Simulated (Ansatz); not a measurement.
## Zone-centre phonons of ZnSe at 50 GPa: input and output

The calculation used DFT PBE, scalar-relativistic, plane waves, PAW (Ansatz 0.2.0).

Launched with:
```bash
ansatz run input.yaml --threads 1 --pin off --max-ram 3072MiB --backend cpu --events-out ev --progress --plain --runs-dir out
```

Input (bare energies are in eV):
```yaml
crystal:
  lattice:
    - [0.0, 2.5285127901, 2.5285127901]
    - [2.5285127901, 0.0, 2.5285127901]
    - [2.5285127901, 2.5285127901, 0.0]
  atoms:
    - { symbol: Zn, position: [0.0, 0.0, 0.0] }
    - { symbol: Se, position: [0.75, 0.75, 0.75] }
basis:
  ecutwfc: 420
kpoints:
  mp_grid: { grid: [10, 10, 10] }
hamiltonian:
  xc: pbe
scf:
  occupations: { method: fixed }
output:
  eigenvalues: true
phonons:
  method: dfpt
  dielectric: true
  rigid_motions: translations
  eigenvectors: true
```

Results section of the output:
```
--- Phonons (Γ-DFPT): 2 representative perturbations + reference, on 171 of 1000 k-points (Σ response iterations 7) ---
  k mesh reduced under 4 symmetry operations, with k and −k counted as one. Each operation leaves every solved perturbation unchanged. A smaller set is not considered because the run solves the response ...
  ASR residual: 7.618e-5 → 0.000e0 eV/Å²; symmetrization residual: 2.054e-6 eV/Å²
  ASR residual per site (eV/Å²): 7.62e-5 1.95e-5
  Γ frequencies (cm⁻¹): 0.00 0.00 0.00 348.43 348.43 348.43
  ε∞ (high-frequency dielectric tensor):
        7.166784     0.000000    -0.000000
        0.000000     7.166784     0.000000
       -0.000000     0.000000     7.166784
  ε⁰ (static dielectric tensor: ions relaxed, cell fixed):
        7.948008     0.000000    -0.000000
        0.000000     7.948008     0.000000
       -0.000000     0.000000     7.948008
  ε⁰ − ε∞ (ionic part):
        0.781224    -0.000000     0.000000
       -0.000000     0.781224     0.000000
        0.000000     0.000000     0.781224
  softest optical mode at Γ: 348.43 cm⁻¹; the repairs (sum rule, projections) moved no ω² at Γ by more than (0.61 cm⁻¹)²
  Born effective charges Z* (e; rows j = field, columns β = displacement):
    site 0:
         1.49297    0.00000   -0.00000
        -0.00000    1.49297    0.00000
         0.00000    0.00000    1.49297
    site 1:
        -1.49297   -0.00000    0.00000
         0.00000   -1.49297   -0.00000
        -0.00000   -0.00000   -1.49297
  Z* charge neutrality: 3.886e-5 e pre-enforcement
  solved inside a basis spanned on kpoints, on 10×10×10 k-points, its susceptibility summed on 14×14×14: ε∞ is read to err by 1.9e-2, Z* by 1.6e-2 e (field_mesh: kpoints solves on kpoints); Z* is corrected for ...
  optical modes at Γ without the LO–TO term, one row a degenerate level:
      ω (cm⁻¹) modes IR ((D/Å)²/amu)
        348.43      3             4.3131
  optical modes at Γ + LO–TO along q̂ = [1.0000, 0.0000, 0.0000]:
      ω (cm⁻¹) modes IR ((D/Å)²/amu)
        348.43      2             2.8754
        366.93      1             1.4377
  optical modes at Γ + LO–TO along q̂ = [0.0000, 1.0000, 0.0000]:
      ω (cm⁻¹) modes IR ((D/Å)²/amu)
        348.43      2             2.8754
        366.93      1             1.4377
  optical modes at Γ + LO–TO along q̂ = [0.0000, 0.0000, 1.0000]:
      ω (cm⁻¹) modes IR ((D/Å)²/amu)
        348.43      2             2.8754
        366.93      1             1.4377
```

Time: 50 s on 1 thread of Intel(R) Xeon(R) 6975P-C (Granite Rapids), with other jobs on the host, peak memory 0.83 GiB.

The real crystal has changed phase below this pressure.